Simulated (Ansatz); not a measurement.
Crystal: I.

```xyz
1
Lattice="0.0000 2.3656 3.9098 2.1922 0.0000 3.9098 2.1922 2.3656 0.0000" Properties=species:S:1:pos:R:3 pbc="T T T"
I     0.0000    0.0000    0.0000
```

```yaml
Program: Ansatz 0.2.0
Task: relaxation of cell and atoms
Functional: revPBE
Dispersion: D4
Potentials_or_basis: Ansatz PAW
Cutoff: "420 eV (not typed: the program's choice for these potentials)"
k_mesh: 9 × 9 × 9
Occupations: fermi-dirac, width 0.05 eV
Spin: no spin polarisation
```

At the start: volume 40.55 Å³/atom.

**Question.** How do energy, volume and symmetry change on relaxing?

**Answer.** It ends after 11 steps and the volume is 36.24 Å³/atom (-10.6 %); space group I4/mmm (No. 139, to 0.05 Å).

The path:
| step | energy change (eV) | largest force (eV/Å) | volume (Å³) |
| --- | --- | --- | --- |
| 1 | 0.0000 | 0.0000 | 40.55 |
| 2 | -0.0115 | 0.0000 | 38.76 |
| 3 | -0.0204 | 0.0000 | 36.49 |
| 4 | -0.0209 | 0.0000 | 36.18 |
| 5 | -0.0213 | 0.0000 | 36.25 |
| 6 | -0.0215 | 0.0000 | 36.31 |
| 7 | -0.0216 | 0.0000 | 36.26 |
| 8 | -0.0216 | 0.0000 | 36.24 |
| 9 | -0.0217 | 0.0000 | 36.24 |
| 10 | -0.0217 | 0.0000 | 36.24 |
| 11 | -0.0213 | 0.0000 | 36.24 |

Final structure:
```
CELL_PARAMETERS angstrom
0.00000 2.26523 3.55216
2.25168 0.00000 3.55216
2.25168 2.26523 0.00000
ATOMIC_POSITIONS crystal
I 0.00000 0.00000 0.00000
```

Caveat: the plane-wave basis is chosen anew once the cell has moved, so the energies of steps on either side of that aren't comparable; an odd number of electrons without spin polarisation forces a metal; a magnetic or distorted state may lie lower; pairwise dispersion overbinds metals, which lowers pressure and volume; the PAW data sets come from PBE, with cores solved anew for the run's functional, which leaves a small shift of forces and pressure.
